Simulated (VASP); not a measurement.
ZrB2:

```
Zr B
1.0
     0.00000    2.60473    4.38740
     1.60665    0.00000    4.38740
     1.60665    2.60473    0.00000
Zr B
1 2
Direct
  0.50000 0.50000 0.50000
  0.21329 0.21329 0.78671
  0.78671 0.78671 0.21329
```

The cell was built by a generator and needn't be a form met in nature.

```yaml
Program: VASP 6.6.1
Task: relaxation of cell and atoms
Functional: r2SCAN
Potentials_or_basis: VASP PAW PBE potentials, release 64 (Zr_sv, B)
Cutoff: 600 eV
k_mesh: 6 × 6 × 6
Occupations: gaussian, width 0.1 eV
Spin: no spin polarisation
```

At the start: pressure 0.5 GPa; volume 12.24 Å³/atom.

Q: How do energy, volume and symmetry change on relaxing?

A: Over 6 steps the energy falls by 3.0 meV/atom and the volume is 12.49 Å³/atom (+2.1 %); space group Fmmm (No. 69, to 0.05 Å).

Step by step:
```
step  energy change (eV)  largest force (eV/Å)  pressure (GPa)  volume (Å³)
   1              0.0000                0.1009            0.49        36.72
   2             -0.0057                0.0509            0.95        36.92
   3             -0.0067                0.0170            1.30        37.05
   4             -0.0088                0.0326           -0.39        37.58
   5             -0.0088                0.0261           -0.16        37.51
   6             -0.0091                0.0255            0.08        37.47
```

Final structure:
```cif
data_structure
_symmetry_space_group_name_H-M 'P 1'
_symmetry_Int_Tables_number 1
_cell_length_a 5.1450
_cell_length_b 4.6800
_cell_length_c 3.1091
_cell_angle_alpha 79.912
_cell_angle_beta 63.579
_cell_angle_gamma 36.509
_cell_volume 37.47
loop_
_atom_site_label
_atom_site_type_symbol
_atom_site_fract_x
_atom_site_fract_y
_atom_site_fract_z
_atom_site_occupancy
Zr1 Zr 0.50000 0.50000 0.50000 1
B1 B 0.21451 0.21451 0.78549 1
B2 B 0.78549 0.78549 0.21451 1
```

Caveat: the k mesh is coarse (spacing up to 0.40 Å⁻¹), so the values aren't converged; the PAW data sets were made with another functional, which shifts forces and pressure a little.
